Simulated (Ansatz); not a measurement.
# Sc (sc type) under strong compression

```
Sc
1.0
     2.97044    0.00000    0.00000
     0.00000    2.97044    0.00000
     0.00000    0.00000    2.97044
Sc
1
Direct
  0.00000 0.00000 0.00000
```

The cell comes from a relaxation on PAW files under the same functional, begun from a prototype that needn't be the stable phase.

Its volume is scaled at fixed shape and fractional positions.

Computed with Ansatz 0.2.0; functional PBE, scalar-relativistic. Settings: a Γ-centred 13×13×13 k mesh, Fermi–Dirac smearing of 0.08 eV, no spin polarisation. Methods: LAPW: all electrons, basis error target 1 meV/atom; PAW: frozen-core files, cutoff 420 eV; crystal datasets: all electrons, by PAW datasets that the program makes for each cell; norm-conserving: pseudopotentials, cutoff 1061 eV; PAW (partial waves polarizable): frozen-core files, cutoff 420 eV.

Energies are extrapolated to zero smearing and count from the unscaled cell; pressure is positive in compression; gaps take the mesh and a band path. No temperature or zero-point motion is included.

The structure type is held throughout; the real material can change phase at far lower pressure.

```csv
V/V0,V (Å³/atom),P LAPW (GPa),ΔE LAPW (eV/atom),P PAW − LAPW (GPa),ΔE PAW − LAPW (meV/atom)
1.00,26.21,0.00,0.000,0.00,0.0
0.90,23.59,?,?,?,?
0.80,20.97,10.84,0.149,0.02,0.2
0.70,18.35,21.1,0.400,0.03,0.6
0.60,15.73,38.0,0.865,0.06,1.4
0.50,13.10,71.6,1.720,0.07,2.4
0.40,10.48,145.6,3.411,0.05,3.8
```

Q: Fit the Vinet equation to the LAPW pressures shown (residuals weighted by 1/(|P| + 0.03·Pmax)), and predict the pressure of the withheld row.

A: The fit gives V0 = 26.24 Å³/atom, B0 = 29.7 GPa and B0′ = 3.98. At 23.59 Å³/atom, x = (V/V0)^(1/3) = 0.9651, and P = 3·B0·(1 − x)/x²·exp[1.5·(B0′ − 1)·(1 − x)] = 3.89 GPa. The run itself gave 4.33 GPa (-10.1 % off) and ΔE = 0.032 eV/atom.

Q: From the table, what is the rise of the enthalpy H = E + pV up to the last row, and how stiff is the crystal between the last two rows?

A: ΔH = 3.411 eV + (145.6 GPa × 10.48 Å³ + 0.00 GPa × 26.21 Å³) × 0.006242 eV/(GPa·Å³) = 12.94 eV/atom, of which pV makes 74 %. The mean bulk modulus there is −ΔP/Δln V = 332 GPa.

Q: At the smallest volume, how far do crystal datasets and norm-conserving and PAW (partial waves polarizable) lie from LAPW in pressure?

A: crystal datasets: 0.00 GPa; norm-conserving: -0.63 GPa; PAW (partial waves polarizable): +0.04 GPa, on a LAPW pressure of 145.6 GPa.

Q: How do the Löwdin populations by LAPW change from the unscaled cell to the last row?

A: Sc 3s 1.97 → 1.82, Sc 4s 0.91 → 0.49, Sc 3p 5.98 → 5.85, Sc 3d 1.99 → 2.81 electrons an atom. These are projections on the shells that the free atoms fill; 0.15 e a cell lies outside them at the start and 0.03 e at the end.
